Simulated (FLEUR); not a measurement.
# CuO (P-1) in FLEUR: notebook, part 2 of 2

FLEUR MaX-R8.1 (later development tree).

## (4) Band structure, r2SCAN

Changes to inp.xml since step 3:

```diff
@@ -7,5 +7,8 @@
       <cutoffs Kmax="5.16" Gmax="16.0" GmaxXC="16.0" numbands="0"/>
-      <scfLoop itmax="60" minDistance="0.00001" maxIterBroyd="15" imix="Anderson" alpha="0.05" precondParam="0.0" spinf="2.0" sdNocoIR="T"/>
-      <coreElectrons ctail="T" frcor="F" kcrel="0" coretail_lmax="0"/>
-      <xcFunctional name="PBEs" relativisticCorrections="F"/>
+      <scfLoop itmax="80" minDistance="0.0001" maxIterBroyd="30" imix="Anderson" alpha="0.05" precondParam="0.0" spinf="2.0" sdNocoIR="T"/>
+      <coreElectrons ctail="F" frcor="F" kcrel="0" coretail_lmax="0"/>
+      <xcFunctional name="LibXC" relativisticCorrections="F">
+         <LibXCName exchange="mgga_x_r2scan" correlation="mgga_c_r2scan"/>
+         <AuxGGA exchange="117" correlation="130"/>
+      </xcFunctional>
       <magnetism jspins="1"/>
```

The input, crystal.txt:

```
CuO
&input cartesian=F /
2.8795009639  0.0000000000  0.0000000000
0.0390727580  2.8792794796  0.0000000000
0.0174953863  0.0172449008  5.1763391994
1.8897261246
1.0 1.0 1.0

4
29 0.0000000000  0.5000000000  0.0000000000
29 0.5000000000  0.0000000000  0.5000000000
8 0.9984239700  0.0016717800  0.7498871000
8 0.0015760300  0.9983282200  0.2501129000

&kpt div1=9 div2=9 div3=5 gamma=T /
```

Changes to inp.xml (bands) since step 3:

```diff
@@ -7,5 +7,8 @@
       <cutoffs Kmax="5.16" Gmax="16.0" GmaxXC="16.0" numbands="0"/>
-      <scfLoop itmax="60" minDistance="0.00001" maxIterBroyd="15" imix="Anderson" alpha="0.05" precondParam="0.0" spinf="2.0" sdNocoIR="T"/>
-      <coreElectrons ctail="T" frcor="F" kcrel="0" coretail_lmax="0"/>
-      <xcFunctional name="PBEs" relativisticCorrections="F"/>
+      <scfLoop itmax="80" minDistance="0.0001" maxIterBroyd="30" imix="Anderson" alpha="0.05" precondParam="0.0" spinf="2.0" sdNocoIR="T"/>
+      <coreElectrons ctail="F" frcor="F" kcrel="0" coretail_lmax="0"/>
+      <xcFunctional name="LibXC" relativisticCorrections="F">
+         <LibXCName exchange="mgga_x_r2scan" correlation="mgga_c_r2scan"/>
+         <AuxGGA exchange="117" correlation="130"/>
+      </xcFunctional>
       <magnetism jspins="1"/>
```

Potentials or basis: all-electron, FLAPW.

Started as:

```bash
inpgen -f crystal.txt -profile fastHighL
# inp.xml edited to the form shown
fleur_MPI
fleur_MPI   # second run, on inp.xml (bands)
```

What it wrote:

```text
Welcome to FLEUR        (www.flapw.de)
      MaX-Release 8.1          (www.max-centre.eu)
 func_ids         498         497         498         497
 MetaGGA potential functional detected - V_tau will be computed
 Auxiliary Potential for radial basis: exchange=         117  correlation=         130
The functional 'Re-regularized SCAN exchange by Furness et al' is an exchange functional, it belongs to the 'MGGA' family and is defined in the reference(s):
[1] J. W. Furness, A. D. Kaplan, J. Ning, J. P. Perdew, and J. Sun.,  J. Phys. Chem. Lett. 11, 8208-8215 (2020)
[2] J. W. Furness, A. D. Kaplan, J. Ning, J. P. Perdew, and J. Sun.,  J. Phys. Chem. Lett. 11, 9248-9248 (2020)
The functional 'Re-regularized SCAN correlation by Furness et al' is a correlation functional, it belongs to the 'MGGA' family and is defined in the reference(s):
[1] J. W. Furness, A. D. Kaplan, J. Ning, J. P. Perdew, and J. Sun.,  J. Phys. Chem. Lett. 11, 8208-8215 (2020)
[2] J. W. Furness, A. D. Kaplan, J. Ning, J. P. Perdew, and J. Sun.,  J. Phys. Chem. Lett. 11, 9248-9248 (2020)
 Using same functional for VXC and EXC

 ========== k-point set info ==========
 Selected k-point list: default-1
 k-point list type: mesh
 9 x 9 x 5
 Number of k points: 203

 ------------Calculation Setup---------------------------
 Number of MPI-tasks      :            1
 Number of PE/node        :            1
 Number of OMP-threads    :            1
 Most efficient MPI parallelization for:
           1           7          29         203
 Additional eigenvalue parallelization possible
 Number of basis functions:          830
 Approximate size of matrices (H+S) per k-point:         0.010 GB
 --------------------------------------------------------
The functional 'Hammer, Hansen, and Norskov' is an exchange functional, it belongs to the 'GGA' family and is defined in the reference(s):
[1] B. Hammer, L. B. Hansen, and J. K. Nørskov.,  Phys. Rev. B 59, 7413 (1999)
The functional 'Perdew, Burke & Ernzerhof' is a correlation functional, it belongs to the 'GGA' family and is defined in the reference(s):
[1] J. P. Perdew, K. Burke, and M. Ernzerhof.,  Phys. Rev. Lett. 77, 3865 (1996)
[2] J. P. Perdew, K. Burke, and M. Ernzerhof.,  Phys. Rev. Lett. 78, 1396 (1997)
 Using same functional for VXC and EXC
 Using auxiliary GGA potential for the first iteration of MetaGGA calculation.
 Reset of history
 Reset of history
 Iteration:     1   Distance:      50.48771225 me/bohr^3
The functional 'Hammer, Hansen, and Norskov' is an exchange functional, it belongs to the 'GGA' family and is defined in the reference(s):
[1] B. Hammer, L. B. Hansen, and J. K. Nørskov.,  Phys. Rev. B 59, 7413 (1999)
The functional 'Perdew, Burke & Ernzerhof' is a correlation functional, it belongs to the 'GGA' family and is defined in the reference(s):
[1] J. P. Perdew, K. Burke, and M. Ernzerhof.,  Phys. Rev. Lett. 77, 3865 (1996)
[2] J. P. Perdew, K. Burke, and M. Ernzerhof.,  Phys. Rev. Lett. 78, 1396 (1997)
 Using same functional for VXC and EXC
 Iteration:     2   Distance:      38.93905629 me/bohr^3
The functional 'Hammer, Hansen, and Norskov' is an exchange functional, it belongs to the 'GGA' family and is defined in the reference(s):
[1] B. Hammer, L. B. Hansen, and J. K. Nørskov.,  Phys. Rev. B 59, 7413 (1999)
The functional 'Perdew, Burke & Ernzerhof' is a correlation functional, it belongs to the 'GGA' family and is defined in the reference(s):
[1] J. P. Perdew, K. Burke, and M. Ernzerhof.,  Phys. Rev. Lett. 77, 3865 (1996)
[2] J. P. Perdew, K. Burke, and M. Ernzerhof.,  Phys. Rev. Lett. 78, 1396 (1997)
 Using same functional for VXC and EXC
 Iteration:     3   Distance:      32.96413598 me/bohr^3
The functional 'Hammer, Hansen, and Norskov' is an exchange functional, it belongs to the 'GGA' family and is defined in the reference(s):
[1] B. Hammer, L. B. Hansen, and J. K. Nørskov.,  Phys. Rev. B 59, 7413 (1999)
The functional 'Perdew, Burke & Ernzerhof' is a correlation functional, it belongs to the 'GGA' family and is defined in the reference(s):
[1] J. P. Perdew, K. Burke, and M. Ernzerhof.,  Phys. Rev. Lett. 77, 3865 (1996)
[2] J. P. Perdew, K. Burke, and M. Ernzerhof.,  Phys. Rev. Lett. 78, 1396 (1997)
 Using same functional for VXC and EXC
 Iteration:     4   Distance:      20.09069677 me/bohr^3
The functional 'Hammer, Hansen, and Norskov' is an exchange functional, it belongs to the 'GGA' family and is defined in the reference(s):
[1] B. Hammer, L. B. Hansen, and J. K. Nørskov.,  Phys. Rev. B 59, 7413 (1999)
The functional 'Perdew, Burke & Ernzerhof' is a correlation functional, it belongs to the 'GGA' family and is defined in the reference(s):
[1] J. P. Perdew, K. Burke, and M. Ernzerhof.,  Phys. Rev. Lett. 77, 3865 (1996)
[2] J. P. Perdew, K. Burke, and M. Ernzerhof.,  Phys. Rev. Lett. 78, 1396 (1997)
 Using same functional for VXC and EXC
 Iteration:     5   Distance:      16.18364671 me/bohr^3
The functional 'Hammer, Hansen, and Norskov' is an exchange functional, it belongs to the 'GGA' family and is defined in the reference(s):
[... 81 lines left out ...]
 Using same functional for VXC and EXC
 Iteration:    17   Distance:       0.00046529 me/bohr^3
The functional 'Hammer, Hansen, and Norskov' is an exchange functional, it belongs to the 'GGA' family and is defined in the reference(s):
[1] B. Hammer, L. B. Hansen, and J. K. Nørskov.,  Phys. Rev. B 59, 7413 (1999)
The functional 'Perdew, Burke & Ernzerhof' is a correlation functional, it belongs to the 'GGA' family and is defined in the reference(s):
[1] J. P. Perdew, K. Burke, and M. Ernzerhof.,  Phys. Rev. Lett. 77, 3865 (1996)
[2] J. P. Perdew, K. Burke, and M. Ernzerhof.,  Phys. Rev. Lett. 78, 1396 (1997)
 Using same functional for VXC and EXC
 Iteration:    18   Distance:       0.00018892 me/bohr^3
The functional 'Hammer, Hansen, and Norskov' is an exchange functional, it belongs to the 'GGA' family and is defined in the reference(s):
[1] B. Hammer, L. B. Hansen, and J. K. Nørskov.,  Phys. Rev. B 59, 7413 (1999)
The functional 'Perdew, Burke & Ernzerhof' is a correlation functional, it belongs to the 'GGA' family and is defined in the reference(s):
[1] J. P. Perdew, K. Burke, and M. Ernzerhof.,  Phys. Rev. Lett. 77, 3865 (1996)
[2] J. P. Perdew, K. Burke, and M. Ernzerhof.,  Phys. Rev. Lett. 78, 1396 (1997)
 Using same functional for VXC and EXC
 Iteration:    19   Distance:       0.00010264 me/bohr^3
The functional 'Hammer, Hansen, and Norskov' is an exchange functional, it belongs to the 'GGA' family and is defined in the reference(s):
[1] B. Hammer, L. B. Hansen, and J. K. Nørskov.,  Phys. Rev. B 59, 7413 (1999)
The functional 'Perdew, Burke & Ernzerhof' is a correlation functional, it belongs to the 'GGA' family and is defined in the reference(s):
[1] J. P. Perdew, K. Burke, and M. Ernzerhof.,  Phys. Rev. Lett. 77, 3865 (1996)
[2] J. P. Perdew, K. Burke, and M. Ernzerhof.,  Phys. Rev. Lett. 78, 1396 (1997)
 Using same functional for VXC and EXC
 Iteration:    20   Distance:       0.00001014 me/bohr^3

 ********************************************************************
 Run finished successfully
 Stop message:
   all done
 ********************************************************************
```

Run time: 20 min. Hardware: 1 thread of Arm Neoverse V1, shared host; peak memory 0.29 GiB.

Results:

| Quantity | Value |
| --- | --- |
| Free energy | -94176.2335 eV |
| Band gap along the path | none (metal or under the smearing width) |
| Valence electrons inside the program's atomic spheres | Cu 17.07; O 4.66 (radii Cu 1.9, O 1.45 bohr) |

Levels at the corners of the path, in eV from the Fermi level:
```
point  band 21  band 22  band 23  band 24  band 25  band 26  band 27  band 28  band 29  band 30
    Γ    -2.65    -2.64    -2.56    -2.28     0.66     0.69     1.73     6.60     7.77    14.18
    Y    -2.62    -2.61    -1.57    -1.36    -1.35     1.24     2.38     7.44    10.36    10.63
    F    -2.21    -2.21    -1.58    -1.58    -0.45    -0.40     4.20     4.28    11.45    11.48
    L    -2.21    -2.21    -1.58    -1.58    -0.42    -0.42     4.24     4.25    11.45    11.48
    I    -2.21    -2.21    -1.58    -1.58    -0.42    -0.42     4.24     4.25    11.46    11.48
   I1    -2.21    -2.21    -1.58    -1.58    -0.42    -0.42     4.24     4.25    11.46    11.48
    Z    -2.60    -2.60    -1.76    -1.75     0.11     0.11     3.86     3.86    12.17    12.19
   F1    -2.21    -2.21    -1.58    -1.58    -0.45    -0.40     4.20     4.28    11.45    11.48
    Y    -2.62    -2.61    -1.57    -1.36    -1.35     1.24     2.38     7.44    10.36    10.63
   X1    -2.62    -2.61    -1.57    -1.36    -1.35     1.24     2.39     7.43    10.36    10.64
    X    -2.62    -2.61    -1.57    -1.36    -1.35     1.24     2.39     7.43    10.36    10.64
    Γ    -2.65    -2.64    -2.56    -2.28     0.66     0.69     1.73     6.60     7.77    14.18
    N    -2.57    -2.16    -1.76    -1.71     0.25     0.46     3.79     6.42     7.09    11.73
    M    -2.71    -2.64    -2.25    -1.97    -0.13     0.68     4.51     6.36     8.85     9.63
    Γ    -2.65    -2.64    -2.56    -2.28     0.66     0.69     1.73     6.60     7.77    14.18
```

Core levels (eV from the Fermi level):
```csv
atom,levels
1 Cu,"1s1/2 -8847.4, 2s1/2 -1060.0, 2p1/2 -927.9, 2p3/2 -907.4"
2 Cu,"1s1/2 -8847.4, 2s1/2 -1060.0, 2p1/2 -927.9, 2p3/2 -907.4"
3 O,1s1/2 -506.8
4 O,1s1/2 -506.8
```

Caveat: the meta-GGA is that of a development version, with a GGA for the radial functions and cores and without core tails; the run has no spin polarisation, though such a crystal can be magnetic; semilocal functionals often make such compounds metallic where correlation or magnetic order opens a gap, which also shifts bond lengths.
